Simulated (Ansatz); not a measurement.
A (111) slab of HfN (Fm-3m (No. 225)), 10 planes, outer planes Hf (top) and N (bottom), with 10 atoms (Hf5N5) in a surface cell of A = 8.956 Å², as cut from the bulk:

```xyz
10
Lattice="3.2158 0.0000 0.0000 -1.6079 2.7849 0.0000 0.0000 0.0000 26.8155" Properties=species:S:1:pos:R:3 pbc="T T T"
N     0.0000    1.8566    7.5000
Hf    1.6079    0.9283    8.8128
N     0.0000    0.0000   10.1257
Hf    0.0000    1.8566   11.4385
N     1.6079    0.9283   12.7513
Hf    0.0000    0.0000   14.0642
N     0.0000    1.8566   15.3770
Hf    1.6079    0.9283   16.6898
N     0.0000    0.0000   18.0027
Hf    0.0000    1.8566   19.3155
```

Level of theory: DFT PBE, scalar-relativistic, plane waves, PAW in Ansatz 0.2.0. Settings: cutoff 420 eV, Γ-centred mesh 12×12×1 on the computed 10-atom cell, Gaussian smearing of 0.10 eV; no spin polarisation. The cell repeats along c with a dipole correction in the vacuum.

Against the same 10 atoms in the bulk, the slab as cut lies 4.745 eV higher and the relaxed slab 2.777 eV higher.

(1) Work out the surface energy before and after relaxation.

(2) What is the ideal work of this cut, per area?

Spin polarisation was left out, and a magnetic state may lie lower.

Answers

(1) The slab has two faces, so γ = (E_slab − N·E_bulk)/(2A), the mean of both. As cut: 4.745/(2 × 8.956) = 0.2649 eV/Å², and 1 eV/Å² = 16.02 J/m², so γ = 4.24 J/m². Relaxed: 2.777/(2 × 8.956) = 0.1550 eV/Å² = 2.48 J/m². Relaxation recovers 41 % of the cost of cutting.

(2) Griffith's ideal work is 2γ: 8.49 J/m² if the new faces stay rigid, 4.97 J/m² if they relax. One thickness was run, 10 planes, so γ can still shift with it.